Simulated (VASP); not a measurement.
# Pd (P6_3/mmc) in VASP: a series of runs

One crystal, Pd, is run at these levels: PBE; tasks: single point.

All numbers are computed with VASP 6.6.1; they aren't measurements. Logs are shortened: lines on timing, memory, paths and dates and some standing lists are left out, and cuts for length are marked.

## 1. Starting point

It takes space group P6_3/mmc (No. 194, hexagonal). Conventional cell: a = 2.784 Å, b = 2.784 Å, c = 4.629 Å, α = 90.00°, β = 90.00°, γ = 120.00°. Around Pd (site symmetry -6m2) lie 12 Pd at 2.78 to 2.82 Å.

This isn't the form of Pd at room conditions, which is fcc.

## 2. Single point, PBE

INCAR reads:

```
SYSTEM = Pd
PREC = Normal ; ENCUT = 500
EDIFF = 1E-6 ; ISMEAR = -1
SIGMA = 0.2 ; LREAL = .FALSE.
LASPH = .TRUE. ; NELM = 100
ALGO = Normal ; ISIF = 2
LWAVE = .FALSE. ; LCHARG = .FALSE.
GGA = PE ; ADDGRID = .FALSE.
```

KPOINTS reads:

```
Automatic mesh
0
G
  20 20 11
  0 0 0
```

POSCAR reads:

```
Pd
1.0
    2.7836650458      0.0000000000      0.0000000000
   -1.3918325229      2.4107246453      0.0000000000
    0.0000000000      0.0000000000      4.6288930000
Pd
2
Direct
    0.3333333333      0.6666666667      0.2500000000
    0.6666666667      0.3333333333      0.7500000000
```

Potentials or basis: VASP PAW PBE potentials, release 64 (Pd).

Run with:

```
> cat potpaw_PBE.64/Pd/POTCAR > POTCAR
> mpirun -np 1 vasp_std > vasp.out
```

OUTCAR:

```text
SYSTEM = Pd
   PREC = Normal
   ENCUT = 500
   EDIFF = 1E-6
   ISMEAR = -1
   LREAL = .FALSE.
   LASPH = .TRUE.
   NELM = 100
   ISIF = 2
   GGA = PE

 Found    264 irreducible k-points:

 Following reciprocal coordinates:
            Coordinates               Weight
  0.000000  0.000000  0.000000      1.000000
  0.050000  0.000000  0.000000      6.000000
  0.100000  0.000000  0.000000      6.000000
  0.150000  0.000000  0.000000      6.000000
  0.200000  0.000000  0.000000      6.000000
  0.250000  0.000000  0.000000      6.000000
   k-points           NKPTS =    264   k-points in BZ     NKDIM =    264   number of bands    NBANDS=     14
   number of dos      NEDOS =    301   number of ions     NIONS =      2
   total plane-waves  NPLWV =   7168
   dimension x,y,z NGX =    16 NGY =   16 NGZ =   28
   dimension x,y,z NGXF=    32 NGYF=   32 NGZF=   56
   ions per type =               2
   NGX,Y,Z   is equivalent  to a cutoff of   9.56,  9.56, 10.06 a.u.
   NGXF,Y,Z  is equivalent  to a cutoff of  19.11, 19.11, 20.11 a.u.
 SYSTEM =  Pd
   PREC   = normal    normal or accurate (medium, high low for compatibility)
   ISTART =      0    job   : 0-new  1-cont  2-samecut
   ICHARG =      2    charge: 1-file 2-atom 10-const
   ISPIN  =      1    spin polarized calculation?
   LNONCOLLINEAR =      F non collinear calculations
   LSORBIT =      F    spin-orbit coupling
   LASPH  =      T    aspherical Exc in radial PAW
   ENCUT  =  500.0 eV  36.75 Ry    6.06 a.u.   5.08  5.08  8.44*2*pi/ulx,y,z
   NELM   =    100;   NELMIN=  2; NELMDL= -5     # of ELM steps
   EDIFF  = 0.1E-05   stopping-criterion for ELM
   LREAL  =      F    real-space projection
   EDIFFG = 0.1E-04   stopping-criterion for IOM
   NSW    =      0    number of steps for IOM
   IBRION =     -1    ionic relax: 0-MD 1-quasi-New 2-CG
   NFREE  =      0    steps in history (QN), initial steepest desc. (CG)
   ISIF   =      2    stress and relaxation
   ISYM   =      2    0-nonsym 1-usesym 2-fastsym
   POTIM  = 0.5000    time-step for ionic-motion
   TEBEG  =    0.0;   TEEND  =   0.0 temperature during run
   PSTRESS=    0.0 pullay stress
   NELECT =      20.0000    total number of electrons
   NUPDOWN=      -1.0000    fix difference up-down
   EMIN   =  10.00;   EMAX   =-10.00  energy-range for DOS
   EFERMI =   0.00;   METHOD = LEGACY
   ISMEAR =    -1;   SIGMA  =   0.20  broadening in eV -4-tet -1-fermi 0-gaus
   EFERMI_NEDOS =   21; number of points for ismear=-14 and -15
   IALGO  =     38    algorithm
   IMIX   =      4    mixing-type and parameters
     AMIX     =   0.40;   BMIX     =  1.00
     AMIX_MAG =   1.60;   BMIX_MAG =  1.00
  volume/ion in A,a.u.               =      15.53       104.81
  Fermi-wavevector in a.u.,A,eV,Ry     =   1.413636  2.671385 27.189429  1.998367
  Thomas-Fermi vector in A             =   2.535261
   LORBIT       =      0    0 simple, 1 ext, 2 COOP (PROOUT), +10 PAW based schemes
   GGA     = PE    functional components
   LHFCALC =     F    Hartree Fock is set to
   AEXX    =    0.0000 exact exchange contribution
   IVDW    =     0    specifies the selected vdW correction
   LEPSILON=     F    determine dielectric tensor
   LRPA    =     F    only Hartree local field effects (RPA)
 non-spin polarized calculation
  energy-cutoff  :      500.00
  volume of cell :       31.06
 maximum number of plane-waves:       803
   NGX = 11   NGY = 11   NGZ = 17

 number of electron      20.0000003 magnetization

 Free energy of the ion-electron system (eV)
  ---------------------------------------------------
  ext. energy  EPLUGINS =         0.00000000
  ---------------------------------------------------
  free energy    TOTEN  =       -10.62618084 eV

  energy without entropy =      -10.21561271  energy(sigma->0) =      -10.42089677

 E-fermi :   9.0445     XC(G=0): -12.8644

 val. band max:        9.0407880190   @ k =   0.4500   0.0500   0.1818
 cond. band min:       9.0455794063   @ k =   0.3500   0.1000   0.3636
 fundamental gap:      0.0047913873
 Fermi energy:         9.0444756122

 k-point     1 :       0.0000    0.0000    0.0000
  band No.  band energies     occupation
      1       2.1888      2.00000
      2       4.0196      2.00000
      3       6.2248      2.00000
      4       6.4239      2.00000
      5       6.4239      2.00000
      6       6.7508      1.99998
      7       6.7508      1.99998
      8       7.3749      1.99953
      9       7.3749      1.99953
     10       8.7036      1.69220
     11       8.7036      1.69220
     12       9.9134      0.02563
     13      15.5894      0.00000
     14      26.0151      0.00000

 k-point     2 :       0.0500    0.0000    0.0000
  band No.  band energies     occupation
      1       2.2676      2.00000
      2       4.0757      2.00000
      3       6.1756      2.00000
      4       6.4650      1.99999
      5       6.4752      1.99999
      6       6.7248      1.99998
      7       6.7983      1.99997
      8       7.3200      1.99964
      9       7.3422      1.99960
     10       8.3379      1.94322
     11       8.7178      1.67320
     12      10.3742      0.00259
     13      15.5923      0.00000
     14      26.0348      0.00000

 k-point     3 :       0.1000    0.0000    0.0000
  band No.  band energies     occupation
      1       2.4986      2.00000
      2       4.2332      2.00000
      3       6.0571      2.00000
      4       6.5482      1.99999
      5       6.6266      1.99999
      6       6.6796      1.99999
      7       6.9379      1.99995
      8       7.1160      1.99987
      9       7.2523      1.99974
     10       7.8169      1.99569
     11       8.7546      1.61977
     12      11.2224      0.00004
     13      15.6040      0.00000
     14      25.8800      0.00000

 k-point     4 :       0.1500    0.0000    0.0000
  band No.  band energies     occupation
      1       2.8638      2.00000
      2       4.4527      2.00000
      3       5.9176      2.00000
      4       6.4986      1.99999
      5       6.7025      1.99998
      6       6.8123      1.99997
      7       6.8701      1.99996
      8       7.1233      1.99987
      9       7.1615      1.99984
     10       7.4821      1.99919
     11       8.8013      1.54265
     12      12.1838      0.00000
     13      15.6340      0.00000
     14      24.8758      0.00000

 k-point     5 :       0.2000    0.0000    0.0000
  band No.  band energies     occupation
      1       3.3250      2.00000
      2       4.6466      2.00000
      3       5.8381      2.00000
      4       6.2024      2.00000
      5       6.4043      2.00000
      6       6.9749      1.99994
      7       7.0905      1.99989
      8       7.1913      1.99981
      9       7.2703      1.99972
     10       7.4551      1.99929
     11       8.8469      1.45739
     12      13.2072      0.00000
     13      15.6982      0.00000
     14      23.2294      0.00000

 k-point     6 :       0.2500    0.0000    0.0000
  band No.  band energies     occupation
      1       3.8068      2.00000
      2       4.6975      2.00000
      3       5.7330      2.00000
      4       5.9219      2.00000
      5       6.3754      2.00000
      6       6.8238      1.99997
      7       7.0936      1.99988
      8       7.4899      1.99916
      9       7.5687      1.99875
     10       7.7985      1.99607
     11       8.8850      1.37886
     12      14.2702      0.00000
     13      15.8171      0.00000
     14      21.4291      0.00000

 [... further k-points ...]
[... 5 lines left out ...]
  --------------------------------------------------------------------------------------
  -------------------------------------------------------------------------------------
  Total       -0.0437230     -0.0437230     -0.2785501      0.0000000      0.0000000      0.0000000
  in kB       -2.2551683     -2.2551683    -14.3672033      0.0000000      0.0000000      0.0000000
  external PRESSURE =      -6.2925133 kB  Pullay stress =       0.0000000 kB

 VOLUME and BASIS-vectors are now :
 -----------------------------------------------------------------------------
  energy-cutoff  :      500.00
  volume of cell :       31.06
      direct lattice vectors                 reciprocal lattice vectors
     2.783665046  0.000000000  0.000000000     0.359238624  0.207406516  0.000000000
    -1.391832523  2.410724645  0.000000000     0.000000000  0.414813032  0.000000000
     0.000000000  0.000000000  4.628893000     0.000000000  0.000000000  0.216034374

 POSITION                                       TOTAL-FORCE (eV/Angst)
 -----------------------------------------------------------------------------------
     -0.00000      1.60715      1.15722        -0.000000      0.000000      0.000000
      1.39183      0.80357      3.47167         0.000000     -0.000000      0.000000
 -----------------------------------------------------------------------------------
    total drift:                               -0.000000      0.000000     -0.000000

  FREE ENERGIE OF THE ION-ELECTRON SYSTEM (eV)
  ---------------------------------------------------
  free  energy   TOTEN  =       -10.6261808372 eV

  energy  without entropy=      -10.2156127079  energy(sigma->0) =      -10.42089677
```

Wall time 22 s (1 thread of AMD EPYC 9R45 (Zen 5), shared host); peak memory 0.17 GiB.

These settings aren't checked as converged: the numbers below hold their error.

Results:

```
Free energy            : -10.6262 eV
Pressure               : -0.6 GPa
Band gap on the k mesh : none (metal or under the smearing width)
```

## 3. Single point, PBE

INCAR is that of step 2.

KPOINTS is that of step 2.

POSCAR reads:

```
Pd
1.0
    2.7836650458      0.0000000000      0.0000000000
   -1.3918325229      2.4107246453      0.0000000000
    0.0000000000      0.0000000000      4.6288930000
Pd
2
Direct
    0.3690330000      0.6707680000      0.2457130000
    0.7034100000      0.3270270000      0.7475630000
```

Potentials or basis: VASP PAW PBE potentials, release 64 (Pd).

Run with:

```
> cat potpaw_PBE.64/Pd/POTCAR > POTCAR
> mpirun -np 1 vasp_std > vasp.out
```

OUTCAR:

```text
SYSTEM = Pd
   PREC = Normal
   ENCUT = 500
   EDIFF = 1E-6
   ISMEAR = -1
   LREAL = .FALSE.
   LASPH = .TRUE.
   NELM = 100
   ISIF = 2
   GGA = PE

 Found   2202 irreducible k-points:

 Following reciprocal coordinates:
            Coordinates               Weight
  0.000000  0.000000  0.000000      1.000000
  0.050000  0.000000  0.000000      2.000000
  0.000000  0.050000  0.000000      2.000000
 -0.050000  0.050000  0.000000      2.000000
  0.100000  0.000000  0.000000      2.000000
  0.000000  0.100000  0.000000      2.000000
   k-points           NKPTS =   2202   k-points in BZ     NKDIM =   2202   number of bands    NBANDS=     14
   number of dos      NEDOS =    301   number of ions     NIONS =      2
   total plane-waves  NPLWV =   7168
   dimension x,y,z NGX =    16 NGY =   16 NGZ =   28
   dimension x,y,z NGXF=    32 NGYF=   32 NGZF=   56
   ions per type =               2
   NGX,Y,Z   is equivalent  to a cutoff of   9.56,  9.56, 10.06 a.u.
   NGXF,Y,Z  is equivalent  to a cutoff of  19.11, 19.11, 20.11 a.u.
 SYSTEM =  Pd
   PREC   = normal    normal or accurate (medium, high low for compatibility)
   ISTART =      0    job   : 0-new  1-cont  2-samecut
   ICHARG =      2    charge: 1-file 2-atom 10-const
   ISPIN  =      1    spin polarized calculation?
   LNONCOLLINEAR =      F non collinear calculations
   LSORBIT =      F    spin-orbit coupling
   LASPH  =      T    aspherical Exc in radial PAW
   ENCUT  =  500.0 eV  36.75 Ry    6.06 a.u.   5.08  5.08  8.44*2*pi/ulx,y,z
   NELM   =    100;   NELMIN=  2; NELMDL= -5     # of ELM steps
   EDIFF  = 0.1E-05   stopping-criterion for ELM
   LREAL  =      F    real-space projection
   EDIFFG = 0.1E-04   stopping-criterion for IOM
   NSW    =      0    number of steps for IOM
   IBRION =     -1    ionic relax: 0-MD 1-quasi-New 2-CG
   NFREE  =      0    steps in history (QN), initial steepest desc. (CG)
   ISIF   =      2    stress and relaxation
   ISYM   =      2    0-nonsym 1-usesym 2-fastsym
   POTIM  = 0.5000    time-step for ionic-motion
   TEBEG  =    0.0;   TEEND  =   0.0 temperature during run
   PSTRESS=    0.0 pullay stress
   NELECT =      20.0000    total number of electrons
   NUPDOWN=      -1.0000    fix difference up-down
   EMIN   =  10.00;   EMAX   =-10.00  energy-range for DOS
   EFERMI =   0.00;   METHOD = LEGACY
   ISMEAR =    -1;   SIGMA  =   0.20  broadening in eV -4-tet -1-fermi 0-gaus
   EFERMI_NEDOS =   21; number of points for ismear=-14 and -15
[... 18 lines left out ...]
   NGX = 11   NGY = 11   NGZ = 17

 number of electron      20.0000004 magnetization

 Free energy of the ion-electron system (eV)
  ---------------------------------------------------
  ext. energy  EPLUGINS =         0.00000000
  ---------------------------------------------------
  free energy    TOTEN  =       -10.62529689 eV

  energy without entropy =      -10.21484572  energy(sigma->0) =      -10.42007131

 E-fermi :   9.0445     XC(G=0): -12.8643

 val. band max:        9.0442769072   @ k =  -0.2000   0.3000  -0.4545
 cond. band min:       9.0459453206   @ k =  -0.4500  -0.0500   0.3636
 fundamental gap:      0.0016684134
 Fermi energy:         9.0445405428

 k-point     1 :       0.0000    0.0000    0.0000
  band No.  band energies     occupation
      1       2.1889      2.00000
      2       4.0195      2.00000
      3       6.2208      2.00000
      4       6.4138      2.00000
      5       6.4347      2.00000
      6       6.7386      1.99998
      7       6.7652      1.99998
      8       7.3254      1.99963
      9       7.4263      1.99939
     10       8.6554      1.74991
     11       8.7503      1.62643
     12       9.9137      0.02559
     13      15.5894      0.00000
     14      26.0135      0.00000
[... 71 lines left out ...]
      1       2.4990      2.00000
      2       4.2355      2.00000
      3       6.0482      2.00000
      4       6.5288      1.99999
      5       6.6352      1.99999
      6       6.7056      1.99998
      7       6.9277      1.99995
      8       7.0876      1.99989
      9       7.2916      1.99969
     10       7.8260      1.99549
     11       8.7223      1.66711
     12      11.2367      0.00003
     13      15.6037      0.00000
     14      25.8467      0.00000

 [... further k-points ...]

------------------------ aborting loop because EDIFF is reached ----------------------------------------

  FORCE on cell =-STRESS in cart. coord.  units (eV):
  Direction    XX          YY          ZZ          XY          YZ          ZX
  --------------------------------------------------------------------------------------
  -------------------------------------------------------------------------------------
  Total       -0.0851973     -0.0003051     -0.2704430      0.0287265     -0.0025552      0.0016309
  in kB       -4.3943510     -0.0157376    -13.9490487      1.4816715     -0.1317913      0.0841215
  external PRESSURE =      -6.1197124 kB  Pullay stress =       0.0000000 kB

 VOLUME and BASIS-vectors are now :
 -----------------------------------------------------------------------------
  energy-cutoff  :      500.00
  volume of cell :       31.06
      direct lattice vectors                 reciprocal lattice vectors
     2.783665046  0.000000000  0.000000000     0.359238624  0.207406516  0.000000000
    -1.391832523  2.410724645  0.000000000     0.000000000  0.414813032  0.000000000
     0.000000000  0.000000000  4.628893000     0.000000000  0.000000000  0.216034374

 POSITION                                       TOTAL-FORCE (eV/Angst)
 -----------------------------------------------------------------------------------
      0.09367      1.61704      1.13738         0.020760     -0.033205      0.065742
      1.50289      0.78837      3.46039        -0.020760      0.033205     -0.065742
 -----------------------------------------------------------------------------------
    total drift:                                0.000003     -0.000011      0.000159

  FREE ENERGIE OF THE ION-ELECTRON SYSTEM (eV)
  ---------------------------------------------------
  free  energy   TOTEN  =       -10.6252968944 eV

  energy  without entropy=      -10.2148457179  energy(sigma->0) =      -10.42007131
```

It took 2.8 min on 1 thread of AMD EPYC 9R45 (Zen 5), shared host; peak memory 0.78 GiB.

The run converged, but some of its settings lie outside the range that counts as converged, so its numbers aren't taken as properties of the crystal.

What came out:

| Property | Result |
| --- | --- |
| Free energy | -10.6253 eV |
| Pressure | -0.6 GPa |
| Largest force | 0.077 eV/Å |
| Band gap on the k mesh | none (metal or under the smearing width) |
